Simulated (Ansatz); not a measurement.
(101) slab cut from the bulk of SnO2, P4_2/mnm (No. 136); the slab's formula is SnO2:

```xyz
30
Lattice="4.7690 0.0000 0.0000 0.0000 5.7498 0.0000 0.0000 0.0000 27.5047" Properties=species:S:1:pos:R:3 pbc="T T T"
O     3.3083    1.2115    7.5000
O     3.8451    4.0864    7.5000
O     0.9239    5.6189    8.5322
O     1.4606    2.7440    8.5322
Sn    0.0000    3.9554    9.3482
Sn    2.3845    1.0805    9.3482
O     3.3083    5.1669   10.1641
O     3.8451    2.2920   10.1641
O     0.9239    3.8245   11.1963
O     1.4606    0.9496   11.1963
Sn    0.0000    2.1611   12.0123
Sn    2.3845    5.0360   12.0123
O     3.3083    3.3725   12.8283
O     3.8451    0.4976   12.8283
O     0.9239    2.0301   13.8605
O     1.4606    4.9050   13.8605
Sn    0.0000    0.3667   14.6764
Sn    2.3845    3.2416   14.6764
O     3.3083    1.5781   15.4924
O     3.8451    4.4530   15.4924
O     0.9239    0.2357   16.5246
O     1.4606    3.1107   16.5246
Sn    0.0000    4.3221   17.3405
Sn    2.3845    1.4472   17.3405
O     3.3083    5.5336   18.1565
O     3.8451    2.6587   18.1565
O     0.9239    4.1912   19.1887
O     1.4606    1.3163   19.1887
Sn    0.0000    2.5277   20.0047
Sn    2.3845    5.4026   20.0047
```

These are results of DFT PBEsol, scalar-relativistic, plane waves, PAW in Ansatz 0.2.0, not measurements. Cutoff 420 eV; k points 6×5×1 on the computed 30-atom cell (Γ-centred); Gaussian smearing, width 0.05 eV; no spin polarisation. A dipole correction removes the field between periodic images along c.

**Question.** What forces act on the atoms?

**Answer.**
| atom | Fx (eV/Å) | Fy (eV/Å) | Fz (eV/Å) |
| --- | --- | --- | --- |
| O1 | 0.103 | -0.202 | 0.567 |
| O2 | -0.103 | -0.202 | 0.567 |
| O3 | -0.330 | -0.152 | 0.148 |
| O4 | 0.330 | -0.152 | 0.148 |
| Sn5 | 0.090 | 0.438 | -1.334 |
| Sn6 | -0.090 | 0.438 | -1.334 |
| O7 | -0.065 | -0.058 | 0.407 |
| O8 | 0.065 | -0.058 | 0.407 |
| O9 | 0.064 | -0.020 | 0.351 |
| O10 | -0.064 | -0.020 | 0.351 |
| Sn11 | 0.041 | 0.011 | -0.299 |
| Sn12 | -0.041 | 0.011 | -0.299 |
| O13 | -0.022 | -0.012 | 0.143 |
| O14 | 0.022 | -0.012 | 0.143 |
| O15 | 0.029 | -0.009 | 0.146 |
| O16 | -0.029 | -0.009 | 0.146 |
| Sn17 | 0.012 | 0.012 | -0.287 |
| Sn18 | -0.012 | 0.012 | -0.287 |
| O19 | -0.019 | -0.011 | 0.156 |
| O20 | 0.019 | -0.011 | 0.156 |
| O21 | 0.021 | -0.018 | 0.172 |
| O22 | -0.021 | -0.018 | 0.172 |
| Sn23 | -0.043 | 0.057 | -0.604 |
| Sn24 | 0.043 | 0.057 | -0.604 |
| O25 | 0.104 | 0.161 | -0.029 |
| O26 | -0.104 | 0.161 | -0.029 |
| O27 | -0.120 | 0.132 | 0.068 |
| O28 | 0.120 | 0.132 | 0.068 |
| Sn29 | -0.239 | -0.329 | 0.396 |
| Sn30 | 0.239 | -0.329 | 0.396 |

Cost: 1 run of about 9.4 core-minutes, on Arm Neoverse V1 (shared hosts).